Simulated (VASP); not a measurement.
# CdTe (F-43m) in VASP: further runs

The runs below take CdTe through band structure, Born charges and dielectric tensor, with PBE.

Program: VASP 6.6.1. These are calculated values, not measurements. Logs are shortened: lines on timing, memory, paths and dates and some standing lists are left out, and cuts for length are marked.

**Experimental background.**

From a printed reference work, data compilation, for a bulk crystal of CdTe at 0 K: band gap 1.607 eV.

The results are compared with them further down.

## Step 1: The structure

The structure is cubic, space group F-43m (No. 216). Conventional cell: a = 6.625 Å, b = 6.625 Å, c = 6.625 Å, α = 90.00°, β = 90.00°, γ = 90.00°. Around Cd (site symmetry -43m) lie 4 Te at 2.87 Å. Around Te (site symmetry -43m) lie 4 Cd at 2.87 Å.

## Step 2: Band structure, PBE

POSCAR reads:

```
CdTe                                    
1.0
    0.0000000000      3.3124596845      3.3124596845
    3.3124596845      0.0000000000      3.3124596845
    3.3124596845      3.3124596845     -0.0000000000
  Cd              Te            
     1     1
Direct
     1.0000000000000000    1.0000000000000000    0.0000000000000000
     0.2500000000000000    0.2500000000000000    0.2500000000000000
```

INCAR.step1 reads:

```
PREC     = Accurate       # precision mode
ENCUT    = 520            # plane-wave cutoff, eV
EDIFF    = 1E-7           # SCF threshold, eV
ISMEAR   = 0              # smearing method
SIGMA    = 0.02           # smearing width, eV
LREAL    = False          # projectors in reciprocal space
LASPH    = True           # aspherical terms in the spheres
NELM     = 100            # most SCF steps
ALGO     = Normal         # electronic algorithm
ISIF     = 2              # what is computed and relaxed
LWAVE    = False          # write WAVECAR
LCHARG   = True           # write CHGCAR
GGA      = PE             # functional
```

KPOINTS.step1 reads:

```
Automatic mesh
0
Gamma
  8 8 8
```

INCAR.step2 reads:

```
PREC     = Accurate       # precision mode
ENCUT    = 520            # plane-wave cutoff, eV
EDIFF    = 1E-7           # SCF threshold, eV
ISMEAR   = 0              # smearing method
SIGMA    = 0.05           # smearing width, eV
LREAL    = False          # projectors in reciprocal space
LASPH    = True           # aspherical terms in the spheres
NELM     = 100            # most SCF steps
ALGO     = Normal         # electronic algorithm
ISIF     = 2              # what is computed and relaxed
LWAVE    = False          # write WAVECAR
LCHARG   = False          # write CHGCAR
GGA      = PE             # functional
ICHARG   = 11             # starting density
```

KPOINTS.step2 reads:

```
path GXWKGLUWLK,UX
15
line-mode
reciprocal
 0.0000000000  0.0000000000  0.0000000000  G
 0.5000000000  0.0000000000  0.5000000000  X

 0.5000000000  0.0000000000  0.5000000000  X
 0.5000000000  0.2500000000  0.7500000000  W

 0.5000000000  0.2500000000  0.7500000000  W
 0.3750000000  0.3750000000  0.7500000000  K

 0.3750000000  0.3750000000  0.7500000000  K
 0.0000000000  0.0000000000  0.0000000000  G

 0.0000000000  0.0000000000  0.0000000000  G
 0.5000000000  0.5000000000  0.5000000000  L

 0.5000000000  0.5000000000  0.5000000000  L
 0.6250000000  0.2500000000  0.6250000000  U

 0.6250000000  0.2500000000  0.6250000000  U
 0.5000000000  0.2500000000  0.7500000000  W

 0.5000000000  0.2500000000  0.7500000000  W
 0.5000000000  0.5000000000  0.5000000000  L

 0.5000000000  0.5000000000  0.5000000000  L
 0.3750000000  0.3750000000  0.7500000000  K

 0.6250000000  0.2500000000  0.6250000000  U
 0.5000000000  0.0000000000  0.5000000000  X
```

Potentials or basis: VASP PAW PBE potentials, release 64 (Cd, Te).

Run with:

```sh
> cat potpaw_PBE.64/Cd/POTCAR potpaw_PBE.64/Te/POTCAR > POTCAR
> cp INCAR.step1 INCAR
> cp KPOINTS.step1 KPOINTS
> mpirun -np 1 vasp_std > vasp.out
> cp INCAR.step2 INCAR
> cp KPOINTS.step2 KPOINTS
> mpirun -np 1 vasp_std > vasp.out
```

OUTCAR:

```text
PREC = Accurate
   ENCUT = 520
   EDIFF = 1E-7
   ISMEAR = 0
   LREAL = False
   LASPH = True
   NELM = 100
   ISIF = 2
   GGA = PE
   ICHARG = 11

 ion  position               nearest neighbor table
   1  0.000  0.000  0.000-   2 2.87   2 2.87   2 2.87   2 2.87
   2  0.250  0.250  0.250-   1 2.87   1 2.87   1 2.87   1 2.87

  LATTYP: Found a face centered cubic cell.
 ALAT       =     6.6249193690

  Lattice vectors:

 A1 = (   0.0000000000,   3.3124596845,   3.3124596845)
 A2 = (   3.3124596845,   0.0000000000,   3.3124596845)
 A3 = (   3.3124596845,   3.3124596845,   0.0000000000)

Analysis of symmetry for initial positions (statically):
=====================================================================
 Subroutine PRICEL returns:
 Original cell was already a primitive cell.

 Routine SETGRP: Setting up the symmetry group for a
 face centered cubic supercell.

 Subroutine GETGRP returns: Found 24 space group operations
 (whereof 24 operations were pure point group operations)
 out of a pool of 48 trial point group operations.

The static configuration has the point symmetry T_d .

Analysis of symmetry for dynamics (positions and initial velocities):
=====================================================================
 Subroutine PRICEL returns:
 Original cell was already a primitive cell.

 Routine SETGRP: Setting up the symmetry group for a
 face centered cubic supercell.

 Subroutine GETGRP returns: Found 24 space group operations
 (whereof 24 operations were pure point group operations)
 out of a pool of 48 trial point group operations.

The dynamic configuration has the point symmetry T_d .

 Subroutine INISYM returns: Found 24 space group operations
 (whereof 24 operations are pure point group operations),
 and found     1 'primitive' translations

----------------------------------------------------------------------------------------

                                     Primitive cell

  volume of cell :      72.6912

  direct lattice vectors                    reciprocal lattice vectors
     0.000000000  3.312459684  3.312459684    -0.150945233  0.150945233  0.150945233
     3.312459684  0.000000000  3.312459684     0.150945233 -0.150945233  0.150945233
     3.312459684  3.312459684  0.000000000     0.150945233  0.150945233 -0.150945233

  length of vectors
     4.684525411  4.684525411  4.684525411     0.261444813  0.261444813  0.261444813

  position of ions in fractional coordinates (direct lattice)
     0.000000000  0.000000000  0.000000000
[... 83 lines left out ...]
   NELECT =      18.0000    total number of electrons
   NUPDOWN=      -1.0000    fix difference up-down
   EMIN   =  10.00;   EMAX   =-10.00  energy-range for DOS
   EFERMI =   0.00;   METHOD = LEGACY
   ISMEAR =     0;   SIGMA  =   0.05  broadening in eV -4-tet -1-fermi 0-gaus
   EFERMI_NEDOS =   21; number of points for ismear=-14 and -15
   IALGO  =     38    algorithm
   IMIX   =      4    mixing-type and parameters
     AMIX     =   0.40;   BMIX     =  1.00
     AMIX_MAG =   1.60;   BMIX_MAG =  1.00
  volume/ion in A,a.u.               =      36.35       245.27
  Fermi-wavevector in a.u.,A,eV,Ry     =   1.028028  1.942692 14.379211  1.056842
  Thomas-Fermi vector in A             =   2.162004
   LORBIT       =      0    0 simple, 1 ext, 2 COOP (PROOUT), +10 PAW based schemes
   GGA     = PE    functional components
   LHFCALC =     F    Hartree Fock is set to
   AEXX    =    0.0000 exact exchange contribution
   IVDW    =     0    specifies the selected vdW correction
   LEPSILON=     F    determine dielectric tensor
   LRPA    =     F    only Hartree local field effects (RPA)
 non-spin polarized calculation
 Gauss-broadening in eV      SIGMA  =   0.05
  energy-cutoff  :      520.00
  volume of cell :       72.69
 maximum number of plane-waves:      1980
 NGX is ok and might be reduce to    36

 number of electron      18.0000006 magnetization

 Free energy of the ion-electron system (eV)
  ---------------------------------------------------
  ext. energy  EPLUGINS =         0.00000000
  ---------------------------------------------------
  free energy    TOTEN  =        -4.99725234 eV

  energy without entropy =       -4.99725234  energy(sigma->0) =       -4.99725234

 E-fermi :   1.9884     XC(G=0):  -8.2955

 val. band max:        1.7719663533   @ k =   0.0000   0.0000   0.0000
 cond. band min:       2.3458508616   @ k =   0.0000   0.0000   0.0000
 fundamental gap:      0.5738845083
 Fermi energy:         1.9884448901

 k-point     1 :       0.0000    0.0000    0.0000
  band No.  band energies     occupation
      1      -9.0462      2.00000
      2      -6.3101      2.00000
      3      -6.3101      2.00000
      4      -6.3101      2.00000
      5      -6.0935      2.00000
      6      -6.0935      2.00000
      7       1.7720      2.00000
      8       1.7720      2.00000
      9       1.7720      2.00000
     10       2.3459      0.00000
     11       6.4125      0.00000
     12       6.4125      0.00000
     13       6.4125      0.00000
[... 354 lines left out ...]
  band No.  band energies     occupation
      1      -8.6070      2.00000
      2      -6.1984      2.00000
      3      -6.1971      2.00000
      4      -6.1380      2.00000
      5      -6.0786      2.00000
      6      -5.6367      2.00000
      7      -2.1583      2.00000
      8      -0.1422      2.00000
      9      -0.0574      2.00000
     10       5.1565      0.00000
     11       5.3530      0.00000
     12       8.7349      0.00000
     13       8.9268      0.00000

 [... further k-points ...]

------------------------ aborting loop because EDIFF is reached ----------------------------------------

  FORCE on cell =-STRESS in cart. coord.  units (eV):
  Direction    XX          YY          ZZ          XY          YZ          ZX
  --------------------------------------------------------------------------------------
  -------------------------------------------------------------------------------------
  Total       -0.4669544     -0.4669544     -0.4669544      0.0000000      0.0000000      0.0000000
  in kB      -10.2920835    -10.2920835    -10.2920835      0.0000000      0.0000000      0.0000000
  external PRESSURE =     -10.2920835 kB  Pullay stress =       0.0000000 kB

 VOLUME and BASIS-vectors are now :
 -----------------------------------------------------------------------------
  energy-cutoff  :      520.00
  volume of cell :       72.69
      direct lattice vectors                 reciprocal lattice vectors
     0.000000000  3.312459684  3.312459684    -0.150945233  0.150945233  0.150945233
     3.312459684  0.000000000  3.312459684     0.150945233 -0.150945233  0.150945233
     3.312459684  3.312459684  0.000000000     0.150945233  0.150945233 -0.150945233

 POSITION                                       TOTAL-FORCE (eV/Angst)
 -----------------------------------------------------------------------------------
      0.00000      0.00000      0.00000         0.000000      0.000000      0.000000
      1.65623      1.65623      1.65623        -0.000000     -0.000000     -0.000000
 -----------------------------------------------------------------------------------
    total drift:                               -0.000000     -0.000000     -0.000001

  FREE ENERGIE OF THE ION-ELECTRON SYSTEM (eV)
  ---------------------------------------------------
  free  energy   TOTEN  =        -4.9972523438 eV

  energy  without entropy=       -4.9972523438  energy(sigma->0) =       -4.99725234
```

OUTCAR.step1:

```text
PREC = Accurate
   ENCUT = 520
   EDIFF = 1E-7
   ISMEAR = 0
   LREAL = False
[... 607 lines left out ...]
      0.00000      0.00000      0.00000         0.000000      0.000000      0.000000
      1.65623      1.65623      1.65623        -0.000000     -0.000000     -0.000000
 -----------------------------------------------------------------------------------
    total drift:                               -0.000000     -0.000000     -0.000001

  FREE ENERGIE OF THE ION-ELECTRON SYSTEM (eV)
  ---------------------------------------------------
  free  energy   TOTEN  =        -4.8121200497 eV

  energy  without entropy=       -4.8121200497  energy(sigma->0) =       -4.81212005
```

It took 2.1 min on 1 thread of Intel Xeon Platinum 8488C (Sapphire Rapids), shared host; peak memory 0.31 GiB.

Results:

```yaml
Band_gap_on_the_k_mesh: 0.57 eV, direct
Band_gap_along_the_path: 0.57 eV, direct
```

Levels at the corners of the path, in eV from the valence-band top:
```
point  band 6  band 7  band 8  band 9  band 10  band 11  band 12  band 13
    Γ   -7.87    0.00    0.00    0.00     0.57     4.64     4.64     4.64
    X   -7.45   -4.00   -1.65   -1.65     2.67     2.75     8.50     8.80
    X   -7.45   -4.00   -1.65   -1.65     2.67     2.75     8.50     8.80
    W   -7.38   -3.88   -2.07   -1.93     4.02     4.70     5.48     6.32
    W   -7.38   -3.88   -2.07   -1.93     4.02     4.70     5.48     6.32
    K   -7.41   -3.90   -2.27   -1.36     2.92     4.43     7.21     7.31
    K   -7.41   -3.90   -2.27   -1.36     2.92     4.43     7.21     7.31
    Γ   -7.87    0.00    0.00    0.00     0.57     4.64     4.64     4.64
    Γ   -7.87    0.00    0.00    0.00     0.57     4.64     4.64     4.64
    L   -7.57   -4.06   -0.68   -0.68     1.75     5.21     5.21     7.01
    L   -7.57   -4.06   -0.68   -0.68     1.75     5.21     5.21     7.01
    U   -7.41   -3.90   -2.27   -1.36     2.92     4.43     7.21     7.31
    U   -7.41   -3.90   -2.27   -1.36     2.92     4.43     7.21     7.31
    W   -7.38   -3.88   -2.07   -1.93     4.02     4.70     5.48     6.32
    W   -7.38   -3.88   -2.07   -1.93     4.02     4.70     5.48     6.32
    L   -7.57   -4.06   -0.68   -0.68     1.75     5.21     5.21     7.01
    L   -7.57   -4.06   -0.68   -0.68     1.75     5.21     5.21     7.01
    K   -7.41   -3.90   -2.27   -1.36     2.92     4.43     7.21     7.31
    U   -7.41   -3.90   -2.27   -1.36     2.92     4.43     7.21     7.31
    X   -7.45   -4.00   -1.65   -1.65     2.67     2.75     8.50     8.80
```

Caveat: the log is that of the step along the path at fixed density, whose energy, stress, charges and moments have no meaning; spin-orbit coupling is left out, which moves the levels of the heavy elements.

[end of part 1 of 2]
